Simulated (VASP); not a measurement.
# AlN (Pm-3m) in VASP: further runs

The runs below take AlN through single point, relaxation of cell and atoms, with PBE.

Program: VASP 6.6.1. These are calculated values, not measurements. Logs are shortened: lines on timing, memory, paths and dates and some standing lists are left out, and cuts for length are marked.

### Step 1. The cell of the first run

The structure is cubic, space group Pm-3m (No. 221). Conventional cell: a = 3.947 Å, b = 3.947 Å, c = 3.947 Å, α = 90.00°, β = 90.00°, γ = 90.00°. Al (site symmetry 4/mmm) is surrounded by 4 N at 1.97 Å. N (site symmetry 4/mmm) is surrounded by 4 Al at 1.97 Å.

The cell was built by a generator and needn't be a form met in nature.

### Step 2. Single point, PBE (species swapped into the TcN type (Pm-3m, No. 221))

File INCAR:

```
SYSTEM = AlN
PREC = Accurate
ENCUT = 520
EDIFF = 1E-6
ISMEAR = 0
SIGMA = 0.1
LREAL = .False.
LASPH = .True.
NELM = 60
ALGO = Fast
ISIF = 2
LWAVE = .False.
LCHARG = .True.
GGA = PE
LELF = .True.
LVHAR = .True.
NBANDS = 21
```

File KPOINTS:

```
Automatic mesh
0
Gamma
  10 10 10
  0 0 0
```

File POSCAR:

```
AlN
1.0
    3.9470073665      0.0000000000      0.0000000000
    0.0000000000      3.9470073665      0.0000000000
    0.0000000000      0.0000000000      3.9470073665
Al N
3 3
Direct
    0.5000000000      0.5000000000      0.0000000000
    0.5000000000      0.0000000000      0.5000000000
    0.0000000000      0.5000000000      0.5000000000
    0.0000000000      0.0000000000      0.5000000000
    0.0000000000      0.5000000000      0.0000000000
    0.5000000000      0.0000000000      0.0000000000
```

Potentials or basis: VASP PAW PBE potentials, release 64 (Al, N).

The run is started by

```console
$ cat potpaw_PBE.64/Al/POTCAR potpaw_PBE.64/N/POTCAR > POTCAR
$ mpirun -np 1 vasp_std > vasp.out
```

OUTCAR:

```text
SYSTEM = AlN
   PREC = Accurate
   ENCUT = 520
   EDIFF = 1E-6
   ISMEAR = 0
   LREAL = .False.
   LASPH = .True.
   NELM = 60
   ISIF = 2
   GGA = PE

 ion  position               nearest neighbor table
   1  0.500  0.500  0.000-   5 1.97   6 1.97   6 1.97   5 1.97   2 2.79   3 2.79   2 2.79   2 2.79
                             2 2.79   3 2.79   3 2.79   3 2.79
   2  0.500  0.000  0.500-   4 1.97   6 1.97   6 1.97   4 1.97   1 2.79   1 2.79   1 2.79   3 2.79
                             1 2.79   3 2.79   3 2.79   3 2.79
   3  0.000  0.500  0.500-   4 1.97   5 1.97   5 1.97   4 1.97   1 2.79   1 2.79   2 2.79   2 2.79
                             1 2.79   2 2.79   1 2.79   2 2.79
   4  0.000  0.000  0.500-   2 1.97   3 1.97   3 1.97   2 1.97
   5  0.000  0.500  0.000-   1 1.97   3 1.97   3 1.97   1 1.97
   6  0.500  0.000  0.000-   1 1.97   2 1.97   2 1.97   1 1.97

  LATTYP: Found a simple cubic cell.
 ALAT       =     3.9470073665

  Lattice vectors:

 A1 = (   3.9470073665,   0.0000000000,   0.0000000000)
 A2 = (   0.0000000000,   3.9470073665,   0.0000000000)
 A3 = (   0.0000000000,   0.0000000000,   3.9470073665)

Analysis of symmetry for initial positions (statically):
=====================================================================
 Subroutine PRICEL returns:
 Original cell was already a primitive cell.

 Routine SETGRP: Setting up the symmetry group for a
 simple cubic supercell.

 Subroutine GETGRP returns: Found 48 space group operations
 (whereof 48 operations were pure point group operations)
 out of a pool of 48 trial point group operations.

The static configuration has the point symmetry O_h .

Analysis of symmetry for dynamics (positions and initial velocities):
=====================================================================
 Subroutine PRICEL returns:
 Original cell was already a primitive cell.

 Routine SETGRP: Setting up the symmetry group for a
 simple cubic supercell.

 Subroutine GETGRP returns: Found 48 space group operations
 (whereof 48 operations were pure point group operations)
 out of a pool of 48 trial point group operations.

The dynamic configuration has the point symmetry O_h .

 Subroutine INISYM returns: Found 48 space group operations
 (whereof 48 operations are pure point group operations),
 and found     1 'primitive' translations

----------------------------------------------------------------------------------------

                                     Primitive cell

  volume of cell :      61.4899

  direct lattice vectors                    reciprocal lattice vectors
     3.947007366  0.000000000  0.000000000     0.253356507  0.000000000  0.000000000
     0.000000000  3.947007366  0.000000000     0.000000000  0.253356507  0.000000000
     0.000000000  0.000000000  3.947007366     0.000000000  0.000000000  0.253356507

  length of vectors
     3.947007366  3.947007366  3.947007366     0.253356507  0.253356507  0.253356507

  position of ions in fractional coordinates (direct lattice)
     0.500000000  0.500000000  0.000000000
     0.500000000  0.000000000  0.500000000
     0.000000000  0.500000000  0.500000000
     0.000000000  0.000000000  0.500000000
     0.000000000  0.500000000  0.000000000
     0.500000000  0.000000000  0.000000000

  ion indices of the primitive-cell ions
   primitive index   ion index
                 1           1
                 2           2
                 3           3
                 4           4
                 5           5
                 6           6

----------------------------------------------------------------------------------------

 KPOINTS: Automatic mesh

Automatic generation of k-mesh.
 Grid dimensions read from file:
 generate k-points for:   10   10   10

 Generating k-lattice:

  Cartesian coordinates                     Fractional coordinates (reciprocal lattice)
     0.025335651  0.000000000  0.000000000     0.100000000  0.000000000  0.000000000
     0.000000000  0.025335651  0.000000000     0.000000000  0.100000000  0.000000000
     0.000000000  0.000000000  0.025335651     0.000000000  0.000000000  0.100000000

  Length of vectors
     0.025335651  0.025335651  0.025335651

  Shift w.r.t. Gamma in fractional coordinates (k-lattice)
     0.000000000  0.000000000  0.000000000

 Subroutine IBZKPT returns following result:
 ===========================================

 Found     56 irreducible k-points:

 Following reciprocal coordinates:
            Coordinates               Weight
  0.000000  0.000000  0.000000      1.000000
  0.100000  0.000000  0.000000      6.000000
  0.200000  0.000000  0.000000      6.000000
  0.300000  0.000000  0.000000      6.000000
  0.400000  0.000000  0.000000      6.000000
  0.500000  0.000000  0.000000      3.000000
[... 16 lines left out ...]
  0.200000  0.100000  0.100000     24.000000
  0.300000  0.100000  0.100000     24.000000
 [... further k-points ...]
[... 35 lines left out ...]
   IALGO  =     68    algorithm
   IMIX   =      4    mixing-type and parameters
     AMIX     =   0.40;   BMIX     =  1.00
     AMIX_MAG =   1.60;   BMIX_MAG =  1.00
  volume/ion in A,a.u.               =      10.25        69.16
  Fermi-wavevector in a.u.,A,eV,Ry     =   1.196402  2.260873 19.475092  1.431379
  Thomas-Fermi vector in A             =   2.332344
   LORBIT       =      0    0 simple, 1 ext, 2 COOP (PROOUT), +10 PAW based schemes
   GGA     = PE    functional components
   LHFCALC =     F    Hartree Fock is set to
   AEXX    =    0.0000 exact exchange contribution
   IVDW    =     0    specifies the selected vdW correction
   LEPSILON=     F    determine dielectric tensor
   LRPA    =     F    only Hartree local field effects (RPA)
 non-spin polarized calculation
 RMM-DIIS sequential band-by-band and
 Gauss-broadening in eV      SIGMA  =   0.10
  energy-cutoff  :      520.00
  volume of cell :       61.49
 maximum number of plane-waves:      1683
 NGX is ok and might be reduce to    30
   NGX = 15   NGY = 15   NGZ = 15

 number of electron      23.9999994 magnetization

 Free energy of the ion-electron system (eV)
  ---------------------------------------------------
  ext. energy  EPLUGINS =         0.00000000
  ---------------------------------------------------
  free energy    TOTEN  =       -36.68337973 eV

  energy without entropy =      -36.65906425  energy(sigma->0) =      -36.67122199

 E-fermi :   7.6243     XC(G=0): -11.2511

 val. band max:        7.5980467280   @ k =   0.4000   0.1000   0.1000
 cond. band min:       7.6280897534   @ k =   0.5000   0.2000   0.2000
 fundamental gap:      0.0300430254
 Fermi energy:         7.6243337808

 k-point     1 :       0.0000    0.0000    0.0000
  band No.  band energies     occupation
      1      -9.0300      2.00000
      2      -5.6273      2.00000
      3      -5.6273      2.00000
      4       1.4495      2.00000
      5       1.4495      2.00000
      6       1.4495      2.00000
[... 13 lines left out ...]
     20      14.4735      0.00000
     21      14.4735      0.00000

 k-point     2 :       0.1000    0.0000    0.0000
  band No.  band energies     occupation
      1      -8.9677      2.00000
      2      -5.7336      2.00000
      3      -5.6106      2.00000
      4       1.3582      2.00000
      5       1.5126      2.00000
      6       1.5126      2.00000
[... 13 lines left out ...]
     20      15.3574      0.00000
     21      15.3574      0.00000

 k-point     3 :       0.2000    0.0000    0.0000
  band No.  band energies     occupation
      1      -8.7845      2.00000
      2      -6.0302      2.00000
      3      -5.5656      2.00000
      4       1.1851      2.00000
      5       1.6993      2.00000
      6       1.6993      2.00000
[... 13 lines left out ...]
     20      16.6148      0.00000
     21      16.6148      0.00000
[... 457 lines left out ...]
 k-point    23 :       0.2000    0.1000    0.1000
  band No.  band energies     occupation
      1      -8.6643      2.00000
      2      -6.0233      2.00000
      3      -5.7020      2.00000
      4       0.7939      2.00000
      5       1.8637      2.00000
      6       1.9921      2.00000
[... 13 lines left out ...]
     20      16.8687      0.00000
     21      17.0169      0.00000

 k-point    24 :       0.3000    0.1000    0.1000
  band No.  band energies     occupation
      1      -8.3780      2.00000
      2      -6.4228      2.00000
      3      -5.6380      2.00000
      4       0.6747      2.00000
      5       2.0272      2.00000
      6       2.2186      2.00000
[... 13 lines left out ...]
     20      18.0190      0.00000
     21      18.1681      0.00000

 [... further k-points ...]

------------------------ aborting loop because EDIFF is reached ----------------------------------------

  FORCE on cell =-STRESS in cart. coord.  units (eV):
  Direction    XX          YY          ZZ          XY          YZ          ZX
  --------------------------------------------------------------------------------------
  -------------------------------------------------------------------------------------
  Total       -0.1061750     -0.1061750     -0.1061750      0.0000000      0.0000000      0.0000000
  in kB       -2.7664896     -2.7664896     -2.7664896      0.0000000      0.0000000      0.0000000
  external PRESSURE =      -2.7664896 kB  Pullay stress =       0.0000000 kB

 VOLUME and BASIS-vectors are now :
 -----------------------------------------------------------------------------
  energy-cutoff  :      520.00
  volume of cell :       61.49
      direct lattice vectors                 reciprocal lattice vectors
     3.947007366  0.000000000  0.000000000     0.253356507  0.000000000  0.000000000
     0.000000000  3.947007366  0.000000000     0.000000000  0.253356507  0.000000000
     0.000000000  0.000000000  3.947007366     0.000000000  0.000000000  0.253356507

 POSITION                                       TOTAL-FORCE (eV/Angst)
 -----------------------------------------------------------------------------------
      1.97350      1.97350      0.00000         0.000000      0.000000      0.000000
      1.97350      0.00000      1.97350         0.000000      0.000000      0.000000
      0.00000      1.97350      1.97350         0.000000      0.000000      0.000000
      0.00000      0.00000      1.97350         0.000000      0.000000      0.000000
      0.00000      1.97350      0.00000         0.000000      0.000000      0.000000
      1.97350      0.00000      0.00000         0.000000      0.000000      0.000000
 -----------------------------------------------------------------------------------
    total drift:                                0.000000     -0.000000      0.000000

  FREE ENERGIE OF THE ION-ELECTRON SYSTEM (eV)
  ---------------------------------------------------
  free  energy   TOTEN  =       -36.6833797264 eV

  energy  without entropy=      -36.6590642473  energy(sigma->0) =      -36.67122199
```

Run time: 34 s. Hardware: 1 thread of Intel Xeon 6975P-C (Granite Rapids), shared host; peak memory 0.19 GiB.

Results:

- Free energy: -36.6834 eV
- Pressure: -0.3 GPa
- Band gap on the k mesh: none (metal or under the smearing width)

Levels at points of the mesh, in eV from the Fermi level:
| k point | band 8 | band 9 | band 10 | band 11 | band 12 | band 13 | band 14 | band 15 | band 16 | band 17 |
| --- | --- | --- | --- | --- | --- | --- | --- | --- | --- | --- |
| (0.00, 0.00, 0.00) | -3.10 | -3.10 | -3.10 | 0.09 | 0.09 | 0.09 | 5.50 | 5.50 | 6.39 | 6.39 |
| (0.50, 0.00, 0.00) | -4.60 | -4.16 | -1.44 | -0.42 | -0.42 | 0.39 | 2.02 | 4.13 | 4.13 | 8.16 |
| (0.50, 0.50, 0.00) | -4.22 | -3.25 | -1.75 | -1.57 | -0.65 | 0.70 | 1.75 | 4.71 | 4.71 | 9.60 |
| (0.50, 0.50, 0.50) | -4.41 | -1.54 | -1.54 | -1.54 | 0.76 | 0.76 | 6.39 | 6.39 | 6.39 | 7.84 |

### Step 3. Relaxation of cell and atoms, PBE (species swapped into the TcN type (Pm-3m, No. 221))

File INCAR:

```
SYSTEM = AlN
PREC = Accurate ; ENCUT = 600
EDIFF = 1E-6 ; ISMEAR = 0
SIGMA = 0.1 ; LREAL = .FALSE.
LASPH = .TRUE. ; NELM = 80
ALGO = Fast ; ISIF = 3
LWAVE = .FALSE. ; LCHARG = .FALSE.
GGA = PE ; IBRION = 2
NSW = 100 ; EDIFFG = -0.01
```

File KPOINTS:

```
regular mesh
0
G
  10 10 10
  0 0 0
```

Changes to POSCAR since step 2:

```diff
@@ -2,5 +2,5 @@
 1.0
-    3.9470073665      0.0000000000      0.0000000000
-    0.0000000000      3.9470073665      0.0000000000
-    0.0000000000      0.0000000000      3.9470073665
+    3.9771853000      0.0000000000      0.0000000000
+    0.0000000000      3.9771853000      0.0000000000
+    0.0000000000      0.0000000000      3.9771853000
 Al N
```

Potentials or basis: VASP PAW PBE potentials, release 64 (Al, N).

The run is started by

```console
$ cat potpaw_PBE.64/Al/POTCAR potpaw_PBE.64/N/POTCAR > POTCAR
$ mpirun -np 1 vasp_std > vasp.out
```

Run time: 44 s. Hardware: 1 thread of Intel Xeon 6975P-C (Granite Rapids), shared host; peak memory 0.21 GiB.

The run converged. Its results:

```
Free energy                            : -36.6900 eV
Relaxed volume                         : 10.23 Å³/atom
Relaxed cell                           : a = 3.944 Å, b = 3.944 Å, c = 3.944 Å, α = 90.00°, β = 90.00°, γ = 90.00°
Space group after relaxing (to 0.05 Å) : Pm-3m (No. 221)
Energy gained by relaxing              : 3.6 meV/atom
Ionic steps                            : 3
Pressure after relaxing                : 0.0 GPa
Band gap on the k mesh                 : none (metal or under the smearing width)
```

The path:
```
step  energy change (eV)  largest force (eV/Å)  pressure (GPa)  volume (Å³)
   1              0.0000                0.0000           -4.36        62.91
   2             -0.0113                0.0000            3.18        60.35
   3             -0.0213                0.0000           -0.02        61.37
```

Final structure:
```cif
data_structure
_symmetry_space_group_name_H-M 'P 1'
_symmetry_Int_Tables_number 1
_cell_length_a 3.9445
_cell_length_b 3.9445
_cell_length_c 3.9445
_cell_angle_alpha 90.000
_cell_angle_beta 90.000
_cell_angle_gamma 90.000
_cell_volume 61.37
loop_
_atom_site_label
_atom_site_type_symbol
_atom_site_fract_x
_atom_site_fract_y
_atom_site_fract_z
_atom_site_occupancy
Al1 Al 0.50000 0.50000 0.00000 1
Al2 Al 0.50000 0.00000 0.50000 1
Al3 Al 0.00000 0.50000 0.50000 1
N1 N 0.00000 0.00000 0.50000 1
N2 N 0.00000 0.50000 0.00000 1
N3 N 0.50000 0.00000 0.00000 1
```

Levels at points of the mesh, in eV from the Fermi level:
```
           k point  band 8  band 9  band 10  band 11  band 12  band 13  band 14  band 15  band 16
(0.00, 0.00, 0.00)   -3.11   -3.11    -3.11     0.09     0.09     0.09     5.53     5.53     6.40
(0.50, 0.00, 0.00)   -4.60   -4.16    -1.44    -0.42    -0.42     0.39     2.04     4.14     4.14
(0.50, 0.50, 0.00)   -4.23   -3.26    -1.76    -1.58    -0.66     0.70     1.76     4.72     4.72
(0.50, 0.50, 0.50)   -4.42   -1.54    -1.54    -1.54     0.76     0.76     6.40     6.40     6.40
```

### Step 4. Single point, PBE (species swapped into the TcN type (Pm-3m, No. 221))

File INCAR:

```
PREC = Accurate
ENCUT = 520
EDIFF = 1E-7
ISMEAR = 0
SIGMA = 0.1
LREAL = False
LASPH = True
NELM = 60
ALGO = Fast
ISIF = 2
LWAVE = False
LCHARG = False
GGA = PE
NBANDS = 21
```

File KPOINTS:

```
Automatic mesh
0
Gamma
  4 4 4
```

POSCAR is that of step 3.

The run is started by

```console
$ cat potpaw_PBE.64/Al/POTCAR potpaw_PBE.64/N/POTCAR > POTCAR
$ mpirun -np 1 vasp_std > vasp.out
```

It took 8.8 s on 1 thread of Intel Xeon 6975P-C (Granite Rapids), shared host; peak memory 0.15 GiB.

Results (log left out):

| Property | Result |
| --- | --- |
| Free energy | -36.6225 eV |
| Pressure | -4.2 GPa |
| Band gap on the k mesh | none (metal or under the smearing width) |

Levels at points of the mesh, in eV from the Fermi level:
```csv
k point,band 10,band 11,band 12,band 13,band 14,band 15
"(0.00, 0.00, 0.00)",-3.12,0.03,0.03,0.03,5.18,5.18
"(0.50, 0.00, 0.00)",-1.47,-0.47,-0.47,0.36,1.82,4.02
"(0.50, 0.50, 0.00)",-1.75,-1.60,-0.67,0.61,1.71,4.53
"(0.50, 0.50, 0.50)",-1.57,-1.57,0.68,0.68,6.22,6.22
```

Caveat: the k mesh is coarse (spacing up to 0.39 Å⁻¹), so the values aren't converged.

### Step 5. Single point, PBE (cell x2)

File INCAR:

```
SYSTEM = AlN
  PREC = Accurate
  ENCUT = 520
  EDIFF = 1E-6
  ISMEAR = 0
  SIGMA = 0.2
  LREAL = .False.
  LASPH = .True.
  NELM = 60
  ALGO = Fast
  ISIF = 2
  LWAVE = .False.
  LCHARG = .False.
  GGA = PE
  NBANDS = 36
```

File KPOINTS:

```
Automatic mesh
0
Gamma
  6 6 4
  0 0 0
```

File POSCAR:

```
AlN
1.0
    0.0000000000      3.9470073665      0.0000000000
    0.0000000000      0.0000000000      3.9470073665
    7.8940147330      0.0000000000      0.0000000000
Al N
6 6
Direct
    0.5000000000      0.0000000000      0.2500000000
    0.5000000000      0.0000000000      0.7500000000
    0.0000000000      0.5000000000      0.2500000000
    0.0000000000      0.5000000000      0.7500000000
    0.5000000000      0.5000000000      0.5000000000
    0.5000000000      0.5000000000      0.0000000000
    0.0000000000      0.5000000000      0.0000000000
    1.0000000000      0.5000000000      0.5000000000
    0.5000000000      1.0000000000      0.0000000000
    0.5000000000      0.0000000000      0.5000000000
    0.0000000000      1.0000000000      0.2500000000
    1.0000000000      0.0000000000      0.7500000000
```

The run is started by

```console
$ cat potpaw_PBE.64/Al/POTCAR potpaw_PBE.64/N/POTCAR > POTCAR
$ mpirun -np 1 vasp_std > vasp.out
```

Wall time 82 s (1 thread of Intel Xeon 6975P-C (Granite Rapids), shared host); peak memory 0.26 GiB.

It converged, with:

- Free energy: -73.4399 eV
- Pressure: -0.2 GPa
- Band gap on the k mesh: none (metal or under the smearing width)

Levels at points of the mesh, in eV from the Fermi level:
```
           k point  band 22  band 23  band 24  band 25  band 26  band 27
(0.00, 0.00, 0.00)    -0.40     0.11     0.11     0.11     0.39     2.03
(0.50, 0.00, 0.00)    -0.65    -0.40    -0.40     0.39     0.72     1.75
(0.50, 0.50, 0.00)    -1.52    -0.65     0.72     0.78     0.78     1.75
(0.00, 0.00, 0.50)    -0.25    -0.22    -0.22    -0.22    -0.22     3.98
(0.50, 0.00, 0.50)    -1.03    -0.11    -0.11     0.21     0.21     2.72
(0.50, 0.50, 0.50)    -1.54    -0.22    -0.22     0.75     0.75     4.47
```

### Step 6. Overview

| task | cell | k mesh | cutoff (eV) | smearing | mesh quality | gap on the mesh (eV) | pressure (GPa) |
| --- | --- | --- | --- | --- | --- | --- | --- |
| single point | species swapped into the TcN type (Pm-3m, No. 221) | 10 × 10 × 10 | 520 | gaussian 0.1 eV | not flagged | none | -0.3 |
| relaxation of cell and atoms | relaxed from: species swapped into the TcN type (Pm-3m, No. 221) | 10 × 10 × 10 | 600 | gaussian 0.1 eV | not flagged | none | 0.0 |
| single point | species swapped into the TcN type (Pm-3m, No. 221) | 4 × 4 × 4 | 520 | gaussian 0.1 eV | coarse | none | -4.2 |
| single point | cell x2 | 6 × 6 × 4 | 520 | gaussian 0.2 eV | not flagged | none | -0.2 |

Alike in all rows: level PBE; potentials or basis VASP PAW PBE potentials, release 64 (Al, N); no spin polarisation.

Caveats: some runs use coarse meshes.

Total energies depend on the potentials used, so only differences within one code and one set of settings carry meaning.
